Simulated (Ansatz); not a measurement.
CdS in the rocksalt structure, relaxed with r2SCAN in Ansatz. The symmetry is Fm-3m (No. 225, cubic); conventional cell a = 5.454 Å, 20.27 Å³ an atom. Cd has 6 S at 2.73 Å; S has 6 Cd at 2.73 Å.

The axes x, y and z are those of this cell:
```xyz
2
Lattice="0.0000 2.7268 2.7268 2.7268 0.0000 2.7268 2.7268 2.7268 0.0000" Properties=species:S:1:pos:R:3 pbc="T T T"
Cd    0.0000    0.0000    0.0000
S     2.7268    2.7268    2.7268
```

Unstrained: With r2SCAN the valence top lies at L and the conduction bottom at X, 0.753 eV higher; the smallest vertical gap, at Γ, is 2.387 eV. With HSE06 the valence top lies at L and the conduction bottom at X, 1.243 eV higher; the smallest vertical gap, at Γ, is 2.776 eV. Meshes: r2SCAN 8×8×8, HSE06 6×6×6. Strains are changes of length per length. After each strain the atoms were relaxed again with r2SCAN within the symmetry that the strain leaves, so tilts or polar shifts that break it weren't tested; points keep the names that they have in the unstrained zone. No spin polarisation and no zero-point or thermal motion; the cell was built from a prototype and may be hypothetical.

Question: Estimate what epitaxial +2.0 % in the xy plane, free normal strain -1.54 % does to the gap.

Answer: r2SCAN: the gap goes from 0.753 to 0.566 eV (-0.187 eV); the X points, equivalent before, split by 165 meV, and the conduction bottom lies at those like (1/2, 1/2, 0). HSE06: the gap goes from 1.243 to 1.047 eV (-0.196 eV); the X points, equivalent before, split by 165 meV, and the conduction bottom lies at those like (1/2, 1/2, 0). The r2SCAN energy rises by 6.8 meV an atom.

Question: One strain changed the r2SCAN stress by xx -1.52, yy -1.52, zz -3.41 GPa (compression positive) and the gap by -0.128 eV (r2SCAN), -0.146 eV (HSE06). Which kind of strain was it, and roughly how large?

Answer: Uniaxial +3.0 % along z, other directions held. The pattern of the stress gives the kind; the size needs the stiffness, so it is an estimate.

Question: One strain changed the r2SCAN stress by xx -7.38, yy -7.38, zz -7.38 GPa (compression positive) and the gap by -0.053 eV (r2SCAN), -0.088 eV (HSE06). Which kind of strain was it, and roughly how large?

Answer: Isotropic +4.0 % on every length. The pattern of the stress gives the kind; the size needs the stiffness, so it is an estimate.

Question: Apply isotropic +0.5 % on every length. How far does the gap move, against the unstrained cell?

Answer: r2SCAN: the gap goes from 0.753 to 0.749 eV (-0.004 eV); the edges go from L → X to (0, 0.143, -0.271) → X. HSE06: the gap goes from 1.243 to 1.227 eV (-0.016 eV); the edges go from L → X to (0, 0.143, -0.271) → X. The r2SCAN energy rises by 1.2 meV an atom.

Question: Apply uniaxial +3.0 % along [111], other directions held. How far does the gap move, against the unstrained cell?

Answer: r2SCAN: the gap goes from 0.753 to 0.677 eV (-0.076 eV). HSE06: the gap goes from 1.243 to 1.161 eV (-0.082 eV). The r2SCAN energy rises by 7.3 meV an atom.

Spin-orbit coupling is left out.

Where an edge lies off the special points, it is a point of the mesh or the k point where a search put PBE's edge or least direct gap, reused for the other functionals, whose own edges may lie a little apart.

The meshes of the hybrids are coarse, so their gaps aren't converged to the digits shown.
